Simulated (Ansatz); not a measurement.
# WC (Fm-3m): scan of the energy under strain from a Python script

Aim: a scan of the energy under strain, for WC (Fm-3m), run from a script.

Program: Ansatz 0.2.0, driven from Python. Level of theory: DFT PBE, plane waves, PAW. These are calculated values, not measurements.

## Step 1: The system

Symmetry: Fm-3m, No. 225, cubic system. The conventional cell has a = 4.385 Å, b = 4.385 Å, c = 4.385 Å, α = 90.00°, β = 90.00°, γ = 90.00°. W (site symmetry m-3m) is surrounded by 6 C at 2.19 Å. Around C (site symmetry m-3m) lie 6 W at 2.19 Å.

The script holds or builds the structure itself.

## Step 2: The code

File strain.py:

```python
import argparse

import ansatz as az
import matplotlib.pyplot as plt
import numpy as np

parser = argparse.ArgumentParser(description='Energy of WC under shear strain, ions carried with the cell.')
parser.add_argument('--smearing-width', type=float, required=True, help='smearing width (eV)')
parser.add_argument('--cutoff-ev', type=float, default=470.0, help='plane-wave cutoff (eV)')
parser.add_argument('--xc', required=True, help='exchange-correlation functional')
parser.add_argument('--mesh', type=int, nargs=3, required=True, help='k-point sampling')
args = parser.parse_args()

VECTORS = np.array([
    [0.0, 2.192684, 2.192684],
    [2.192684, 0.0, 2.192684],
    [2.192684, 2.192684, 0.0],
])
SITES = [
    ('W', (0.0, 0.0, 0.0)),
    ('C', (0.5, 0.5, 0.5)),
]


def build(cell):
    crystal = az.Crystal(lattice=az.Lattice.of(cell))
    for symbol, position in SITES:
        crystal = crystal.atom(symbol, position)
    return crystal

values = np.linspace(-0.01, 0.01, 5)
energies = []
for d in values:
    strain = np.array([[0, d / 2, 0], [d / 2, 0, 0], [0, 0, 0]])
    cell = VECTORS @ (np.eye(3) + strain)
    model = (
        build(cell).calculation()
        .occupations(az.OccupationsMethod.FERMI_DIRAC, width=args.smearing_width)
        .basis(args.cutoff_ev)
        .functional(args.xc)
        .kpoints(*args.mesh)
        .stress()
    )
    summary = model.run().report
    energies.append(summary['free_energy_ev'] / len(SITES))
    s = summary['stress_gpa']
    print(f'd = {d:+.4f}  stress xx yy zz xy (GPa, compression positive): {s[0][0]:8.3f} {s[1][1]:8.3f} {s[2][2]:8.3f} {s[0][1]:8.3f}')
energies = np.array(energies)

for value, e in zip(values, energies):
    print(f'strain {value:7.3f}   E - Emin = {1000 * (e - energies.min()):9.3f} meV/atom')
plt.figure(figsize=(4.5, 3))
plt.plot(values, 1000 * (energies - energies.min()), 'o-')
plt.xlabel('strain')
plt.ylabel('meV/atom')
plt.tight_layout()
plt.savefig('strain.png', dpi=100)
curvature = 2 * np.polyfit(values, energies, 3)[1]
volume = abs(np.linalg.det(VECTORS)) / len(SITES)
print(f'd2E/dd2 over the volume: {curvature / volume * 160.21766:.1f} GPa')
```

## Step 3: The input behind the calls

The package turns the script's settings into the engine's input (first run):

```yaml
crystal:
  lattice:
    - [-0.01096342, 2.192684, 2.192684]
    - [2.192684, -0.01096342, 2.192684]
    - [2.18172058, 2.18172058, 0.0]
  atoms:
    - { symbol: W, position: [0.0, 0.0, 0.0] }
    - { symbol: C, position: [0.5, 0.5, 0.5] }
basis:
  ecutwfc: 470.0
kpoints:
  mp_grid:
    grid: [14, 14, 14]
hamiltonian:
  xc: pbe
scf:
  occupations:
    method: fermi_dirac
    width: 0.1
output:
  stress: true
```

## Step 4: Launch

Launch:

```console
python strain.py --smearing-width 0.1 --xc PBE --mesh 14 14 14
```

The program printed:

```text
d = -0.0100  stress xx yy zz xy (GPa, compression positive):   -1.180   -1.180   -1.183    0.980
d = -0.0050  stress xx yy zz xy (GPa, compression positive):   -1.188   -1.188   -1.189    0.487
d = +0.0000  stress xx yy zz xy (GPa, compression positive):   -1.191   -1.191   -1.191    0.000
d = +0.0050  stress xx yy zz xy (GPa, compression positive):   -1.188   -1.188   -1.189   -0.487
d = +0.0100  stress xx yy zz xy (GPa, compression positive):   -1.180   -1.180   -1.183   -0.980
strain  -0.010   E - Emin =     0.317 meV/atom
strain  -0.005   E - Emin =     0.077 meV/atom
strain   0.000   E - Emin =     0.000 meV/atom
strain   0.005   E - Emin =     0.077 meV/atom
strain   0.010   E - Emin =     0.317 meV/atom
d2E/dd2 over the volume: 96.6 GPa
```

It took 41 s on 1 thread of Arm Neoverse V1, shared host; peak memory 0.53 GiB.

## Step 5: Inputs of later runs

The engine's inputs for some of the other runs:

Run 2, against run 1:

```diff
@@ -3,3 +3,3 @@
-    - [-0.01096342, 2.192684, 2.192684]
-    - [2.192684, -0.01096342, 2.192684]
-    - [2.18172058, 2.18172058, 0.0]
+    - [-0.00548171, 2.192684, 2.192684]
+    - [2.192684, -0.00548171, 2.192684]
+    - [2.1872022899999997, 2.1872022899999997, 0.0]
```

Run 3, against run 1:

```diff
@@ -3,3 +3,3 @@
-    - [-0.01096342, 2.192684, 2.192684]
-    - [2.192684, -0.01096342, 2.192684]
-    - [2.18172058, 2.18172058, 0.0]
+    - [0.0, 2.192684, 2.192684]
+    - [2.192684, 0.0, 2.192684]
+    - [2.192684, 2.192684, 0.0]
```

Run 4, against run 1:

```diff
@@ -3,3 +3,3 @@
-    - [-0.01096342, 2.192684, 2.192684]
-    - [2.192684, -0.01096342, 2.192684]
-    - [2.18172058, 2.18172058, 0.0]
+    - [0.005481709999999999, 2.192684, 2.192684]
+    - [2.192684, 0.005481709999999999, 2.192684]
+    - [2.19816571, 2.19816571, 0.0]
```

## Step 6: The engine's runs

From the records of these 5 runs:

```
run  strain  energy from run 3 (meV/atom)  pressure (GPa)  SCF cycles  CPU time (s)
  1  -0.010                          0.32           -1.18           6           9.4
  2  -0.005                          0.08           -1.19           6           9.2
  3   0.000                          0.00           -1.19           6           2.4
  4   0.005                          0.08           -1.19           6           9.4
  5   0.010                          0.32           -1.18           6           9.5
```

Energies are free energies F = E - TS of the smeared occupations. 

## Step 7: Outcome

| quantity | value |
| --- | --- |
| curvature under the strain | 96.6 GPa |
| runs compared | 5 |
| range of energy | 0.32 meV/atom |
| lowest point, strain | 0.000 |

Against the unstrained cell the energy per atom changes by +0.32 meV at one end of the scan and +0.32 meV at the other, and its second derivative over the volume is 96.6 GPa. Reading the output:
- Spin is left out of this run.
- The curvature belongs to this strain pattern and to the cell's stress; it equals a single elastic constant only for simple patterns.
- In a metal a curvature from energy changes of a few meV or less hangs on mesh and smearing, in size and even in sign.
- Spin-orbit coupling, which matters for elements this heavy, is left out.
- The structure comes from a database of computed cells and needn't be a stable or known phase.
- The ions keep their fractional positions (clamped ions).
